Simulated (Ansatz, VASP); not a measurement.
**TiC in VASP and in Ansatz**

File INCAR:

```
SYSTEM = TiC
PREC = Accurate
ENCUT = 520
EDIFF = 1E-7
ISMEAR = 0
SIGMA = 0.1
LREAL = .FALSE.
LASPH = .TRUE.
NELM = 100
ALGO = Normal
ISIF = 2
LWAVE = .FALSE.
LCHARG = .FALSE.
GGA = PE
NBANDS = 15
```

Contents of KPOINTS:

```
regular mesh
0
G
  22 22 22
  0 0 0
```

Contents of POSCAR:

```
TiC
1.0
    0.0000000000      2.1664017924      2.1664017924
    2.1664017924      0.0000000000      2.1664017924
    2.1664017924      2.1664017924      0.0000000000
Ti C
1 1
Direct
    0.5000000000      0.5000000000      0.5000000000
    0.0000000000      0.0000000000      0.0000000000
```

Input for Ansatz:

```yaml
crystal:
  lattice:
    - [0.0, 2.1664017924, 2.1664017924]
    - [2.1664017924, 0.0, 2.1664017924]
    - [2.1664017924, 2.1664017924, 0.0]
  atoms:
    - { symbol: Ti, position: [0.5, 0.5, 0.5] }
    - { symbol: C, position: [0.0, 0.0, 0.0] }
basis:
  ecutwfc: 420
kpoints:
  mp_grid: { grid: [22, 22, 22] }
  band_path:
    path:
      - [[0.0, 0.0, 0.0], [0.5, 0.0, 0.5], [0.625, 0.25, 0.625]]
      - [[0.375, 0.375, 0.75], [0.0, 0.0, 0.0], [0.5, 0.5, 0.5], [0.5, 0.25, 0.75], [0.5, 0.0, 0.5]]
    npoints: 14
hamiltonian:
  xc: pbe
scf:
  occupations: { method: gaussian, width: 0.1 }
  n_extra_bands: 6
output:
  forces: true
  stress: true
  eigenvalues: true
  populations: true
  dos: { projected: true, de: 0.02, nscf_kmesh: { grid: [27, 27, 27] } }
  bader: true
```

The cell was built by a generator and needn't be a form met in nature.

Alike in both runs: task single point; functional PBE; k mesh 22 × 22 × 22; occupations gaussian, width 0.1 eV; no spin polarisation.

|  | VASP | Ansatz |
| --- | --- | --- |
| version | VASP 6.6.1 | Ansatz 0.2.0 |
| potentials or method | VASP PAW PBE potentials, release 64 (Ti_sv, C) | scalar-relativistic, plane waves, PAW |
| plane-wave cutoff (eV) | 520 | 420 |
| valence electrons in the cell | 16 | 16 |

|  | VASP | Ansatz | Ansatz less VASP |
| --- | --- | --- | --- |
| gap on the k mesh at the Fermi level (eV) | none | none | - |
| pressure (GPa) | 0.2 | 0.0 | -0.21 |

A gap of «none» marks a metal or a gap that the smearing closes. With one functional, cell and mesh, what is left measures potentials, basis and numerics.
